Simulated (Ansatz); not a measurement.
# Ta: the cost of one run

Computed with Ansatz 0.2.0 (DFT PBE, scalar-relativistic, plane waves, PAW, unless a step's input says otherwise).

1 further run of the same task is left out (set aside as unsound or not needed).

## (1) The structure to begin with

The structure is cubic, space group Fm-3m (No. 225). The conventional cell has a = 6.360 Å, b = 6.360 Å, c = 6.360 Å, α = 90.00°, β = 90.00°, γ = 90.00°. Ta (site symmetry -43m) has 4 Ta at 2.75 Å as nearest neighbours. Around Ta (site symmetry m-3m) lie 8 Ta at 2.75 Å.

Structure file:

```cif
data_structure
_symmetry_space_group_name_H-M 'P 1'
_symmetry_Int_Tables_number 1
_cell_length_a 4.4969
_cell_length_b 4.4969
_cell_length_c 4.4969
_cell_angle_alpha 60.000
_cell_angle_beta 60.000
_cell_angle_gamma 60.000
_cell_volume 64.30
loop_
_atom_site_label
_atom_site_type_symbol
_atom_site_fract_x
_atom_site_fract_y
_atom_site_fract_z
_atom_site_occupancy
Ta1 Ta 0.25000 0.25000 0.25000 1
Ta2 Ta 0.75000 0.75000 0.75000 1
Ta3 Ta 0.50000 0.50000 0.50000 1
```

The cell was relaxed beforehand at this level, from a generated guess; it is a trial structure. At a tolerance of 0.05 Å it has space group Fm-3m (No. 225); it has 21.43 Å³/atom, an uncorrected energy of +0.91 eV/atom over the standard state.

## (2) Bands, states and charges

The input, input.yaml:

```yaml
crystal:
  lattice:
    - [0.0, 3.1797908993, 3.1797908993]
    - [3.1797908993, 0.0, 3.1797908993]
    - [3.1797908993, 3.1797908993, 0.0]
  atoms:
    - { symbol: Ta, position: [0.25, 0.25, 0.25] }
    - { symbol: Ta, position: [0.75, 0.75, 0.75] }
    - { symbol: Ta, position: [0.5, 0.5, 0.5] }
basis:
  ecutwfc: 420
kpoints:
  mp_grid: { grid: [12, 12, 12] }
  band_path:
    path:
      - [[0.0, 0.0, 0.0], [0.5, 0.0, 0.5], [0.625, 0.25, 0.625]]
      - [[0.375, 0.375, 0.75], [0.0, 0.0, 0.0], [0.5, 0.5, 0.5], [0.5, 0.25, 0.75], [0.5, 0.0, 0.5]]
    npoints: 14
hamiltonian:
  xc: pbe
scf:
  occupations: { method: gaussian, width: 0.1 }
  n_extra_bands: 7
output:
  forces: true
  stress: true
  eigenvalues: true
  populations: true
  dos: { projected: true, de: 0.02, nscf_kmesh: { grid: [15, 15, 15] } }
  bader: true
```

The run is started by

```sh
$ ansatz run input.yaml --threads 1 --pin off --max-ram 2560MiB --backend cpu --events-out ev --progress --plain --runs-dir out
```

What time and memory should one allow on 1 thread of Arm Neoverse V1, shared host?

About 51 s, with a peak of 0.39 GiB.
